**Question: Why does the gap collapse when Hg replaces Cd, although the bonds barely change?**

I am comparing the sulfides, selenides and tellurides of Zn, Cd and Hg, all in the zincblende structure and calculated with the hybrid functional HSE06.

Sulfides, selenides and tellurides of Zn, Cd and Hg in the zincblende structure (space group F-43m), calculated with Ansatz 0.2.0 using HSE06, plane waves and PAW, with a cutoff of 420 eV and no spin polarisation. The cells were first relaxed with r2SCAN. Smearing is of the Fermi–Dirac type, and a width of 0 eV means fixed occupations.

```
formula  element on site A  Z A  element on site B  Z B  difference of Pauling electronegativities  volume per atom (Å³)  shortest distance (Å)  k mesh  smearing width  band gap, HSE06 (eV)  gap kind, HSE06
    ZnS                 Zn   30                  S   16                                       0.93                 19.55                  2.333   6×6×6            0 eV                 3.378           direct
   ZnSe                 Zn   30                 Se   34                                        0.9                 22.72                  2.453   6×6×6            0 eV                 2.422           direct
    CdS                 Cd   48                  S   16                                       0.89                 25.39                  2.545   6×6×6            0 eV                 2.106           direct
   CdSe                 Cd   48                 Se   34                                       0.86                 28.87                  2.657   6×6×6            0 eV                 1.483           direct
   CdTe                 Cd   48                 Te   52                                       0.41                 35.29                  2.841   4×4×4            0 eV                 1.527           direct
    HgS                 Hg   80                  S   16                                       0.58                 26.07                  2.568   6×6×6         0.02 eV                 0.364           direct
   HgSe                 Hg   80                 Se   34                                       0.55                 29.58                  2.678   6×6×6         0.02 eV                 0.000             zero
   HgTe                 Hg   80                 Te   52                                        0.1                 35.59                  2.849   4×4×4         0.02 eV                 0.000             zero
```

Going from Zn to Cd makes the bonds longer and the gap smaller, so I took bond length to be the cause. Then I reached HgS. Its bonds are almost as short as those of CdS, yet most of the gap has gone. The difference of electronegativities doesn't rescue me either, because HgS has a larger difference than CdTe and a much smaller gap. What sets these gaps, why does CdTe lie slightly above CdSe, and do the two zeros mean that HgSe and HgTe are the same?

**Answer**

The gap depends on how high an s-like level of the metal stands above a p-like level of the anion. Zn→Cd and Cd→Hg both bring the s-like level down, but for different reasons. In the first step the likely cause is the longer bond, which pushes it up less. In the second, the metal atom itself holds its outer s electron more tightly.

All the open gaps are direct and lie at Γ, the point where the electron wave has the same phase in every cell. There the top of the valence band is a triplet, three levels of equal energy built mainly from anion p orbitals. The bottom of the conduction band is a single level, built from the s orbitals of metal and anion in an antibonding combination. Its energy follows from the textbook problem of two coupled levels:

E_s = (ε_M + ε_X)/2 + √{[(ε_M − ε_X)/2]² + V²}

Here ε_M and ε_X are the s levels of metal and anion before they mix, and V is the coupling between them. The anion level lies far below the metal level, so mixing pushes the upper state up. A longer bond weakens V and lets that state sink, while a deeper ε_M pulls it down even at the same bond length. The gap is E_s minus the energy of the p-like triplet, so it also shrinks when a heavier anion brings a higher p level.

The hydrogen molecule shows the bond-length part in its simplest form. Stretch H₂, and its antibonding level falls back towards the level of the free atom. The comparison gives only the direction: H₂ has two equal atoms and one bond, whereas each atom in these crystals has four neighbours of another element.

**From Zn to Cd, the bond does the work**

From ZnS to CdS the bond grows by 0.21 Å and the gap falls by 1.27 eV. The free atoms would suggest the opposite, since Cd holds its outer s electron slightly less tightly than Zn, by roughly 0.4 eV as a recalled value. That alone would raise the s-like level and widen the gap. The weaker coupling across the longer bond is therefore the natural explanation. The gap is only a difference of two levels, so the table can't say how much of the fall comes from the s-like level sinking. The triplet is a bonding combination of anion and metal p orbitals and is expected to rise as the bond lengthens, while the deeper d shell of Cd pushes it up less than that of Zn does. A small part of the calculated fall may come from the relaxed cells, since, going by recalled lattice constants, those of Cd are slightly longer than measured ones and those of Zn are not.

Couplings of this kind vary roughly as 1/d², where d is the shortest distance. I therefore drew a straight line of gap against 1/d² by least squares through the five Zn and Cd compounds. It describes them to about 0.24 eV (root mean square), and to only 0.52 eV when each compound is predicted from the other four. For ZnS to CdS it gives a fall of 0.94 eV instead of 1.27 eV. That is rough, but enough to show the direction. Its slope also contains the change of anion, so it is no pure measure of bond stretching.

**From Cd to Hg, the atom does the work**

HgS took no part in that line, and there the rule breaks down. The bond is only 0.02 Å longer than in CdS, for which the line allows a fall of about 0.09 eV. The calculated fall is 1.74 eV. Bond length accounts for only a small part of this step.

The explanation comes from atomic physics. An s electron spends part of its time close to the nucleus, and near a nucleus as heavy as that of Hg it moves fast enough for relativity to matter. The 6s orbital contracts and its level deepens. The poor screening of the filled 4f shell is expected to make up for the larger shell, so that relativity supplies most of the drop below the 5s level of Cd. The ionisation energy of the free atom rises by roughly 1.4 eV from Cd to Hg, again a recalled value. That is comparable with the fall of the gap, although an atomic energy can't be carried over unchanged into a crystal, and by the formula above only part of a drop in ε_M reaches E_s. The filled 5d shell of Hg probably adds to the fall: it lies closer to the anion p level than the 4d shell of Cd does, and so pushes the p-like triplet up more.

This has a practical side. Replacing Cd by Hg changes the bond length by less than 1% for each of the three anions, yet it removes most or all of the gap. Mixed crystals of CdTe and HgTe make use of this: their composition sets the gap, while the lattice constant hardly changes.

**What the zero of HgSe hides**

Replacing S by Se lowers the s–p distance again, because the anion p level rises and the bond lengthens. Cd and Hg compounds have nearly equal bonds, so it is reasonable to carry the step from CdS to CdSe over to Hg:

s–p distance in HgSe ≈ 0.364 + (1.483 − 2.106) = −0.259 eV

A negative value means that the s-like level has dropped below the p-like triplet. The estimate uses no result for HgSe, and it can be compared with how the levels at Γ are filled in that calculation. There a single level is practically full, while a triplet above it holds four electrons instead of six. With the electronic smearing of 0.02 eV, these fillings place the single level about 0.25 eV below the triplet, close to the estimate.

This also explains why the printed gap is exactly zero. Two electrons have moved into the s-like level, and the four that remain can't fill a triplet with room for six. The highest occupied and the lowest empty state then belong to the same level, and the symmetry of the crystal keeps its three members together. HgSe is thus a semimetal with inverted order, and its zero doesn't measure the s–p distance. The zero of HgTe is of the same kind. Its Fermi level lies 0.014 eV above the point where the bands touch, just as in HgSe, and with the same smearing this again means a triplet filled to two thirds. The entropy term of that run agrees: it lies only just above what such a triplet alone would give, so the single level must be practically full here too. Neither zero tells how far the s-like level has dropped, so the two don't rank the compounds. Carrying the step from CdSe to CdTe over to Hg suggests a depth near 0.205 eV for HgTe, similar to HgSe, but this is an estimate across two k meshes.

The close agreement for HgSe shouldn't be taken as the usual accuracy of adding steps. If the step from ZnS to ZnSe is carried over to Cd, the result is

gap of CdSe ≈ 2.106 + (2.422 − 3.378) = 1.150 eV

The calculation gives 1.483 eV, so the estimate is about 0.33 eV too low. Part of the reason may be that Zn has shorter bonds, where the coupling changes faster with distance. On the fitted line, however, this covers less than half of the miss, and the rest stays unexplained here.

The positive gap of HgS and the inversion of HgSe hold for this level of theory. Spin–orbit coupling is left out, and the hybrid functional has not been checked on the semimetals. The 0.36 eV of HgS is small enough for such changes to matter.

**Why CdTe doesn't continue the fall**

CdTe lies only 0.04 eV above CdSe, and I wouldn't trust that order. The two were calculated on different k meshes, and spin–orbit coupling is left out. This coupling splits the p-like triplet and raises its top by about a third of the splitting. With rough recalled splittings of 0.4 eV for CdSe and 0.9 eV for CdTe, the gaps become about 1.35 and 1.23 eV. The order is then reversed.

What remains is a much smaller fall than from CdS to CdSe, although the bond grows by 0.18 Å. One possible cause is the outer s level of Te, which is less deep than that of Se. It lies closer to the metal s level and can push the conduction state up more strongly, making up for part of what the longer bond takes away. The calculated bands fit this idea, with the anion s band 14.4 eV below the valence top in ZnSe and 11.9 eV below it in CdTe. The comparison is loose: the metal differs, each value counts from its own valence top, and the shorter bond of ZnSe pushes its s band further down. The cause therefore remains a guess.

For a related compound, then, first ask how deep the metal's s level is, and only then how long the bond is. Bond length gives the right direction from Zn to Cd in the two pairs available here, where the atomic levels are similar, but not from CdSe to CdTe, where the anion levels change. It misleads at Hg, where the metal's s level drops and the bond hardly changes.
